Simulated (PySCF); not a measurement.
**Calculated NMR data**

Level of theory: coordinates at the GFN2-xTB level, shielding tensors at PBE0/pcSseg-1 (GIAO), in PySCF 2.14 (rapidly exchanging positions averaged, non-relativistic Hamiltonian, one conformer, no solvent).

δ = σ(ref) − σ, references computed at the same level: ¹H and ¹³C against TMS. Where no couplings were computed, multiplicities follow the n + 1 count of equivalent neighbours, and m marks all less simple cases (inequivalent or close neighbours, rings, F or P nearby). Shifts are as computed. Against solution values, carbons near 30 ppm lie about +3 ppm off and those near 130 ppm about +5 ppm. Of 1211 compounds with measured shifts, 218 miss one by over three times the rms of a fit or turn the order of signals round; such compounds aren't used in these exercises. OH and NH positions are gas-phase values without hydrogen bonding to other molecules.

**1.** `N#CC/C=C\[SiH2]Cl`, C$_{4}$H$_{6}$ClNSi. ¹H NMR (600 MHz, computed): δ 6.65 (m, 1H), 6.12 (m, 1H), 5.59 (d, 2H), 2.84 (d, 2H). ¹³C{¹H} NMR (computed): δ 148.4 (CH), 139.2 (CH), 119.4 (C), 23.8 (CH2).

**2.** `C1COCCN1`, C$_{4}$H$_{9}$NO. ¹H NMR (600 MHz, computed): δ 3.57 (m, 4H), 2.81 (m, 4H), 0.15 (br s, 1H). ¹³C{¹H} NMR (computed): δ 73.5 (CH2), 51.4 (CH2).
